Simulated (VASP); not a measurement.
**A VASP 6.6.1 single-point calculation on BaTe**

INCAR

```
IBRION = -1
ENCUT = 520
ISMEAR = 1
ISIF = 2
EDIFF = 1E-7
LREAL = .FALSE.
LASPH = .TRUE.
LCHARG = .FALSE.
SIGMA = 0.1
LWAVE = .FALSE.
NSW = 0
GGA = PE
NELM = 93
PREC = Accurate
NBANDS = 15
```

KPOINTS

```
KPOINTS created by Atomic Simulation Environment
0
Monkhorst-Pack
6 6 6
0 0 0
```

POSCAR

```
Ba Te
 1.0000000000000000
     0.0000000000000000    3.5323868449000000    3.5323868449000000
     3.5323868449000000    0.0000000000000000    3.5323868449000000
     3.5323868449000000    3.5323868449000000    0.0000000000000000
 Ba  Te
   1   1
Cartesian
  0.0000000000000000  0.0000000000000000  0.0000000000000000
  3.5323868449000000  3.5323868449000000  3.5323868449000000
```

The recommended PBE PAW datasets give the neutral cell 16 valence electrons.

Command

```
mpirun -np 1 vasp_std
```

OSZICAR

```
N       E                     dE             d eps       ncg     rms          rms(c)
DAV:   1     0.853282653917E+02    0.85328E+02   -0.62996E+03   840   0.891E+02
DAV:   2    -0.327620490269E+01   -0.88604E+02   -0.81583E+02  1143   0.155E+02
DAV:   3    -0.859487820008E+01   -0.53187E+01   -0.52837E+01  1148   0.410E+01
DAV:   4    -0.873162154609E+01   -0.13674E+00   -0.13668E+00  1147   0.657E+00
DAV:   5    -0.873468239063E+01   -0.30608E-02   -0.30608E-02  1195   0.805E-01    0.358E+00
DAV:   6    -0.861840528075E+01    0.11628E+00   -0.13464E-01  1015   0.182E+00    0.235E+00
DAV:   7    -0.862097927229E+01   -0.25740E-02   -0.11005E-01  1064   0.184E+00    0.834E-01
DAV:   8    -0.862799039398E+01   -0.70111E-02   -0.15238E-02   896   0.825E-01    0.201E-01
DAV:   9    -0.862836334406E+01   -0.37295E-03   -0.86482E-04  1169   0.185E-01    0.653E-02
DAV:  10    -0.862858411807E+01   -0.22077E-03   -0.40116E-04   917   0.136E-01    0.251E-02
DAV:  11    -0.862859807447E+01   -0.13956E-04   -0.43753E-05  1149   0.372E-02    0.239E-02
DAV:  12    -0.862859348681E+01    0.45877E-05   -0.15700E-05  1050   0.200E-02    0.143E-02
DAV:  13    -0.862859449985E+01   -0.10130E-05   -0.10863E-06   952   0.643E-03    0.203E-03
DAV:  14    -0.862859464552E+01   -0.14567E-06   -0.24694E-08   924   0.961E-04    0.451E-04
DAV:  15    -0.862859474539E+01   -0.99870E-07   -0.13277E-08   602   0.775E-04
   1 F= -.86285947E+01 E0= -.86286938E+01  d E =0.297015E-03
```

From OUTCAR

```
k-points           NKPTS =     28   k-points in BZ     NKDIM =     28   number of bands    NBANDS=     15

   NELECT =      16.0000    total number of electrons

   dimension x,y,z NGX =    40 NGY =   40 NGZ =   40
   dimension x,y,z NGXF=    80 NGYF=   80 NGZF=   80

  energy-cutoff  :      520.00
  volume of cell :       88.15
      direct lattice vectors                 reciprocal lattice vectors
     0.000000000  3.532386845  3.532386845    -0.141547351  0.141547351  0.141547351
     3.532386845  0.000000000  3.532386845     0.141547351 -0.141547351  0.141547351
     3.532386845  3.532386845  0.000000000     0.141547351  0.141547351 -0.141547351

 k-points in reciprocal lattice and weights: KPOINTS created by Atomic Simulation Env
   0.08333333  0.08333333  0.08333333       0.009
   0.25000000  0.08333333  0.08333333       0.028
   0.41666667  0.08333333  0.08333333       0.028
  -0.41666667  0.08333333  0.08333333       0.028
  -0.25000000  0.08333333  0.08333333       0.028
  -0.08333333  0.08333333  0.08333333       0.028
   0.25000000  0.25000000  0.08333333       0.028
   0.41666667  0.25000000  0.08333333       0.056
   ...

 E-fermi :   2.0689

 k-point     1 :       0.0833    0.0833    0.0833
  band No.  band energies     occupation
      1     -24.9864      2.00000
      2     -10.1606      2.00000
      3     -10.1326      2.00000
      4     -10.1326      2.00000
      5      -7.3294      2.00000
      6       1.8548      2.00988
      7       1.9982      1.92441
      8       1.9982      1.92441
      9       5.0235      0.00000
     10       5.1342      0.00000
     11       5.1342      0.00000
     12       5.2594      0.00000
     13       5.8305      0.00000
     14       5.8305      0.00000
     15       9.3066      0.00000

 k-point     2 :       0.2500    0.0833    0.0833
  band No.  band energies     occupation
      1     -24.9829      2.00000
      2     -10.2729      2.00000
      3     -10.1502      2.00000
      4     -10.1307      2.00000
      5      -7.1297      2.00000
      6       1.0238      2.00000
      7       1.5301      2.00000
      8       1.7681      2.00018
      9       5.1356      0.00000
     10       5.3875      0.00000
     11       5.7163      0.00000
     12       5.9069      0.00000
     13       6.8501      0.00000
     14       7.0180      0.00000
     15      10.2325      0.00000

 k-point     3 :       0.4167    0.0833    0.0833
  band No.  band energies     occupation
      1     -24.9775      2.00000
      2     -10.4317      2.00000
      3     -10.1573      2.00000
      4     -10.1380      2.00000
      5      -6.8411      2.00000
      6       0.2383      2.00000
      7       1.1229      2.00000
      8       1.2531      2.00000
      9       5.5726      0.00000
     10       6.1948      0.00000
     11       6.7488      0.00000
     12       7.1425      0.00000
     13       7.7570      0.00000
     14       8.7257      0.00000
     15      10.0492      0.00000

 ...

  Total        0.1633936      0.1633936      0.1633936     -0.0000000      0.0000000      0.0000000
  in kB        2.9696885      2.9696885      2.9696885     -0.0000000      0.0000000      0.0000000
  external PRESSURE =       2.9696885 kB  Pullay stress =       0.0000000 kB

 POSITION                                       TOTAL-FORCE (eV/Angst)
 -----------------------------------------------------------------------------------
      0.00000      0.00000      0.00000         0.000000      0.000000     -0.000000
      3.53239      3.53239      3.53239        -0.000000     -0.000000      0.000000
 -----------------------------------------------------------------------------------
    total drift:                                0.000000     -0.000000     -0.000000

  FREE ENERGIE OF THE ION-ELECTRON SYSTEM (eV)
  ---------------------------------------------------
  free  energy   TOTEN  =        -8.6285947454 eV

  energy  without entropy=       -8.6288917599  energy(sigma->0) =       -8.62869375
```

It converged. Results: gap between bands v and c on the k mesh 1.85 eV; least direct gap on the k mesh 2.18 eV; pressure 0.3 GPa. Band v is the last that the valence electrons fill when counted band by band, and c is the next.

The shifted mesh misses Γ, so a band edge there is missed.

For comparison, a separate PBE run of the intended cell, on usual settings and not on those above, gives a gap of 1.58 eV on its mesh and a pressure of 0.3 GPa.

The run above took about 20 s on one core of a shared host (Intel Xeon 6975P-C) and held 0.24 GiB at most.
